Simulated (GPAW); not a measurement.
**NaH (honeycomb monolayer): G0W0 with GPAW, start to end**

Aim: the G0W0 gap of NaH (honeycomb monolayer) on LDA, step by step.

Calculated with GPAW 26.7.0; LDA and many-body steps on it, plane waves.

This is a report of a sequence of runs, with most program output left out.

**1. The structure**

The cell holds 2 atoms: 1 Na and 1 H. Its edges and angles: a = 3.024 Å, b = 3.024 Å, c = 11.400 Å, α = 90.0°, β = 90.0°, γ = 120.0°. Vacuum lies along c.

The start is a generated structure, not a measured one.

**2. Relaxation**

This step: GPAW 26.7.0; DFT, LDA, plane waves, PAW.

Gaps follow bond lengths, so the structure is brought to rest first.

run.py reads:

```python
import json
import numpy as np
from gpaw.mpi import world
from ase import Atoms
from ase.constraints import FixSymmetry
from ase.filters import FrechetCellFilter
from ase.optimize import BFGS
from gpaw import GPAW, PW, FermiDirac

atoms = Atoms(['Na', 'H'],
    cell=[[3.0242094326, 0.0000000000, 0.0000000000],
      [-1.5121047163, 2.6190421950, 0.0000000000],
      [0.0000000000, 0.0000000000, 11.4000000000]],
    scaled_positions=[[0.3333333333, 0.6666666667, 0.4824561404],
      [0.6666666667, 0.3333333333, 0.5175438596]],
    pbc=(True, True, False))
atoms.set_constraint(FixSymmetry(atoms))
atoms.calc = GPAW(mode=PW(700),
    xc='LDA',
    kpts={'size': (9, 9, 1), 'gamma': True},
    occupations=FermiDirac(0.02),
    convergence={'density': 1e-5},
    txt='relax.txt')
steps = []
opt = BFGS(FrechetCellFilter(atoms, mask=[1, 1, 0, 0, 0, 1]), logfile='bfgs.log')
opt.attach(lambda: steps.append([atoms.get_potential_energy(), atoms.cell[:], atoms.positions.copy(), atoms.get_forces()]))
converged = opt.run(fmax=0.03, steps=50)
res = {'converged': bool(converged), 'steps': steps, 'cell': atoms.cell[:], 'frac': atoms.get_scaled_positions()}

if world.rank == 0:
    with open('result.json', 'w') as f:
        json.dump(res, f, default=lambda x: x.tolist())
```

Started as:

```bash
mpirun -n 4 gpaw python run.py
```

Run time: 37 s. Hardware: 4 MPI ranks of Arm Neoverse V1, shared host; peak memory 0.94 GiB; 2.5 min of CPU time.

Relaxation path:

| step | energy less that of the first step (eV) | largest force (eV/Å) |
| --- | --- | --- |
| 1 | 0.0000 | 0.0484 |
| 2 | -0.1197 | 0.0264 |
| 3 | -0.5966 | 0.3320 |
| 4 | -0.6730 | 0.3835 |
| 5 | -0.6861 | 0.3812 |
| 6 | -0.6929 | 0.3624 |
| 7 | -0.7080 | 0.2953 |
| 8 | -0.7274 | 0.1800 |
| 9 | -0.7459 | 0.0500 |
| 10 | -0.7536 | 0.0083 |
| 11 | -0.7541 | 0.0047 |

The atoms that moved most (Å):

| atom | dx | dy | dz | length |
| --- | --- | --- | --- | --- |
| Na1 | 0.000 | 0.000 | 0.202 | 0.202 |
| H2 | 0.000 | 0.000 | -0.202 | 0.202 |

The relaxed structure:

```cif
data_structure
_symmetry_space_group_name_H-M 'P 1'
_symmetry_Int_Tables_number 1
_cell_length_a 3.6475
_cell_length_b 3.6475
_cell_length_c 11.4000
_cell_angle_alpha 90.000
_cell_angle_beta 90.000
_cell_angle_gamma 120.000
_cell_volume 131.35
loop_
_atom_site_label
_atom_site_type_symbol
_atom_site_fract_x
_atom_site_fract_y
_atom_site_fract_z
_atom_site_occupancy
Na1 Na 0.33333 0.66667 0.50020 1
H2 H 0.66667 0.33333 0.49980 1
```

**3. Ground state**

The ground-state density comes first.

run.py reads:

```python
import json
import numpy as np
from gpaw.mpi import world
from ase import Atoms
from gpaw import GPAW, PW, FermiDirac

atoms = Atoms(['Na', 'H'],
    cell=[[3.6475123133, 0.0000000000, 0.0000000000],
      [-1.8237561566, 3.1588383239, 0.0000000000],
      [0.0000000000, 0.0000000000, 11.4000000000]],
    scaled_positions=[[0.3333333333, 0.6666666667, 0.5001960419],
      [0.6666666667, 0.3333333333, 0.4998007827]],
    pbc=(True, True, False))
calc = GPAW(mode=PW(600),
    xc='LDA',
    kpts={'size': (9, 9, 1), 'gamma': True},
    occupations=FermiDirac(0.001),
    nbands=-7,
    convergence={'density': 1e-6, 'bands': -3},
    maxiter=100,
    txt='gs.txt')
atoms.calc = calc
res = {'energy': atoms.get_potential_energy()}
kpts = calc.get_ibz_k_points()
res['kpts'] = kpts
res['eigenvalues'] = [calc.get_eigenvalues(kpt=k) for k in range(len(kpts))]
res['n_electrons'] = calc.get_number_of_electrons()
calc.write('gs.gpw')

if world.rank == 0:
    with open('result.json', 'w') as f:
        json.dump(res, f, default=lambda x: x.tolist())
```

Started as:

```bash
mpirun -n 4 gpaw python run.py
```

It took 5 s on 4 MPI ranks; peak memory 0.69 GiB.

Numbers from this step:

* total energy: -4.999 eV
* gap: 3.247 eV
* k of the valence top: 0.3333, 0.3333, 0
* k of the conduction bottom: 0, 0, 0
* least direct gap: 4.687 eV

The gap is indirect, with the least direct gap 1.44 eV higher.

**4. Bands along the symmetry lines**

The cheap functional maps the bands first; the places of the edges decide which points the dearer methods must see.

run.py reads:

```python
import json
import numpy as np
from gpaw.mpi import world
from gpaw import GPAW

path = [[0.000000, 0.000000, 0.000000],
    [0.062500, 0.000000, 0.000000],
    [0.125000, 0.000000, 0.000000],
    [0.187500, 0.000000, 0.000000],
    [0.250000, 0.000000, 0.000000],
    [0.312500, 0.000000, 0.000000],
    [0.375000, 0.000000, 0.000000],
    [0.437500, 0.000000, 0.000000],
    [0.500000, 0.000000, 0.000000],
    [0.479167, 0.041667, 0.000000],
    [0.458333, 0.083333, 0.000000],
    [0.437500, 0.125000, 0.000000],
    [0.416667, 0.166667, 0.000000],
    [0.395833, 0.208333, 0.000000],
    [0.375000, 0.250000, 0.000000],
    [0.354167, 0.291667, 0.000000],
    [0.333333, 0.333333, 0.000000],
    [0.291667, 0.291667, 0.000000],
    [0.250000, 0.250000, 0.000000],
    [0.208333, 0.208333, 0.000000],
    [0.166667, 0.166667, 0.000000],
    [0.125000, 0.125000, 0.000000],
    [0.083333, 0.083333, 0.000000],
    [0.041667, 0.041667, 0.000000],
    [0.000000, 0.000000, 0.000000]]
calc = GPAW('gs.gpw').fixed_density(kpts=path,
    symmetry='off',
    nbands=14,
    convergence={'bands': 10},
    txt='bands.txt')
res = {}
kpts = calc.get_ibz_k_points()
res['kpts'] = kpts
res['eigenvalues'] = [calc.get_eigenvalues(kpt=k) for k in range(len(kpts))]
res['n_electrons'] = calc.get_number_of_electrons()

if world.rank == 0:
    with open('result.json', 'w') as f:
        json.dump(res, f, default=lambda x: x.tolist())
```

Started as:

```bash
mpirun -n 4 gpaw python run.py
```

Wall time 6.7 s (4 MPI ranks); peak memory 0.76 GiB.

This step gave:

```
gap                        : 3.247 eV
k of the valence top       : 0.3333, 0.3333, 0
k of the conduction bottom : 0, 0, 0
least direct gap           : 4.606 eV
```

The gap is 3.247 eV, as in the run before at this level.

The electronic bands at the labelled points (eV, zero at the top of the highest filled band; v1 is the highest filled band, c1 the lowest empty one):

| point | v4 | v3 | v2 | v1 | c1 | c2 | c3 | c4 |
| --- | --- | --- | --- | --- | --- | --- | --- | --- |
| Γ | -22.28 | -22.16 | -22.16 | -1.95 | 3.25 | 4.18 | 6.29 | 7.07 |
| halfway | -22.28 | -22.18 | -22.16 | -1.25 | 4.16 | 4.90 | 6.39 | 7.98 |
| M | -22.28 | -22.20 | -22.17 | -0.24 | 4.37 | 6.74 | 7.06 | 7.69 |
| halfway | -22.27 | -22.20 | -22.17 | -0.14 | 4.65 | 7.04 | 7.30 | 7.36 |
| K | -22.27 | -22.19 | -22.18 | 0.00 | 5.18 | 6.18 | 7.83 | 8.20 |
| halfway | -22.28 | -22.18 | -22.16 | -1.05 | 4.46 | 5.06 | 6.41 | 8.29 |
| Γ | -22.28 | -22.16 | -22.16 | -1.95 | 3.25 | 4.18 | 6.29 | 7.07 |

**5. Empty states on the mesh, 9×9×1 mesh, 308 bands**

The sums over transitions need many empty states on a uniform mesh; this step solves for them.

run.py reads:

```python
import json
import numpy as np
from gpaw.mpi import world
from gpaw import GPAW

calc = GPAW('gs.gpw').fixed_density(kpts={'size': (9, 9, 1), 'gamma': True},
    nbands=359,
    convergence={'bands': 308},
    txt='nscf.txt')
calc.write('full.gpw', mode='all')
res = {}
kpts = calc.get_ibz_k_points()
res['kpts'] = kpts
res['eigenvalues'] = [calc.get_eigenvalues(kpt=k) for k in range(len(kpts))]
res['n_electrons'] = calc.get_number_of_electrons()

if world.rank == 0:
    with open('result.json', 'w') as f:
        json.dump(res, f, default=lambda x: x.tolist())
```

Started as:

```bash
mpirun -n 4 gpaw python run.py
```

It took 4.4 min on 4 MPI ranks; peak memory 1.4 GiB; 18 min of CPU time.

Numbers from this step:

```yaml
gap: 3.247 eV
k_of_the_valence_top: 0.3333, 0.3333, 0
k_of_the_conduction_bottom: 0, 0, 0
least_direct_gap: 4.687 eV
k_points_computed: 12
lowest_point_of_the_top_converged_band_above_the_valence_top: 100.9305 eV
```

On this mesh the gap is 3.247 eV.

**6. Screening and self-energy, 9×9×1 mesh, 138 bands, screening to 60 eV**

Now the one-shot GW correction: screening in the RPA, then the self-energy of the levels asked for.

This step: G0W0 on LDA, plane waves, PAW.

run.py reads:

```python
import json
import numpy as np
from gpaw.mpi import world
from gpaw.response.g0w0 import G0W0

gw = G0W0('full.gpw',
    filename='gw',
    kpts=[0, 6, 11],
    bands=(2, 6),
    ecut=60,
    nbands=138,
    truncation='2D',
    integrate_gamma='sphere',
    q0_correction=True,
    frequencies={'type': 'nonlinear', 'domega0': 0.15, 'omega2': 15.0},
    eta=0.1,
    nblocksmax=True)
gw.calculate()
res = {mode: {k: v for k, v in r.items() if k != 'sigma_eskwn'}
       for mode, r in gw.all_results.items()}

if world.rank == 0:
    with open('result.json', 'w') as f:
        json.dump(res, f, default=lambda x: x.tolist())
```

Started as:

```bash
mpirun -n 4 gpaw python run.py
```

It took 2.3 min on 4 MPI ranks; peak memory 1.8 GiB.

Numbers from this step:

```
G0W0 gap on the points computed              : 6.673 eV
least direct G0W0 gap on the computed points : 8.553 eV
Z at the valence top                         : 0.7774
Z at the conduction bottom                   : 0.8927
starting gap on the mesh                     : 3.247 eV
k of the valence top                         : 0.3333, 0.3333, 0
k of the conduction bottom                   : 0, 0, 0
```

The gap on the mesh goes from 3.25 eV to 6.67 eV, a correction of +3.43 eV.

Limits: finite bands, cutoff and mesh. v1 is the top filled band, c1 the lowest empty one. Levels before and after the correction, in eV, zero at the valence-band top of each column:

|  | conduction bottom | valence top |
| --- | --- | --- |
| Kohn-Sham | 3.25 | 0.00 |
| G0W0 | 6.67 | 0.00 |

|  | level | energy (eV) |
| --- | --- | --- |
| Kohn-Sham | Γ v2 | -22.156 |
| Kohn-Sham | Γ v1 | -1.953 |
| Kohn-Sham | Γ c1 | 3.247 |
| Kohn-Sham | Γ c2 | 4.183 |
| Kohn-Sham | (0.333 0.333 0) v2 | -22.183 |
| Kohn-Sham | (0.333 0.333 0) v1 | 0.000 |
| Kohn-Sham | (0.333 0.333 0) c1 | 5.181 |
| Kohn-Sham | (0.333 0.333 0) c2 | 6.179 |
| G0W0 | Γ v2 | -27.492 |
| G0W0 | Γ v1 | -1.912 |
| G0W0 | Γ c1 | 6.673 |
| G0W0 | Γ c2 | 6.955 |
| G0W0 | (0.333 0.333 0) v2 | -27.483 |
| G0W0 | (0.333 0.333 0) v1 | 0.000 |
| G0W0 | (0.333 0.333 0) c1 | 8.989 |
| G0W0 | (0.333 0.333 0) c2 | 10.162 |

**7. Where the time went**

Times are wall times on 4 MPI ranks of Arm Neoverse V1, shared host, good to a factor of about two.

| step | time | share | memory (GiB) |
| --- | --- | --- | --- |
| relaxation | 37 s | 8 % | 0.94 |
| ground state | 5 s | 1 % | 0.69 |
| bands along the symmetry lines | 6.7 s | 1 % | 0.76 |
| empty states on the mesh | 4.4 min | 59 % | 1.4 |
| screening and self-energy | 2.3 min | 30 % | 1.8 |

**8. Results**

* LDA gap: 3.25 eV, indirect
* G0W0 gap on the mesh: 6.67 eV
* GW settings: 9×9×1 mesh, 138 bands, screening to 60 eV, full frequency, Hilbert transform
* known limits: not at the basis limit

**Reading.** G0W0 moves the gap on the mesh from 3.25 eV to 6.67 eV (+3.43 eV), with Z of 0.78 and 0.89 at the edges. Only 3 of the mesh's irreducible points were corrected, so a valley elsewhere could overtake. The dearest step here is «empty states on the mesh». Bands and cutoff are finite, so the gap is not at the basis limit. The miss can reach some tenths of an eV and take either sign; the mesh is an error of its own. These stock PAW sets were not made for GW. In the G0W0 run levels were corrected at 3 k points alone, so a gap called «on the mesh» is the least over those, and an edge elsewhere would be missed.

[Paths, hosts, dates, memory and timing lines, banners, echoed tables and standing remarks are left out of the program output.]

[Logs are printed without paths, hosts, clocks, repeated set-up lines and the standing remarks that a program may print on its own settings, such as how far it seeks lower states.]

[Runs of the session that timed out or met a known fault of the program may be left out.]

[Hosts, paths, dates, database ids (printed as entryN), source tags and the programs' standing remarks are cut or masked in the printed files.]
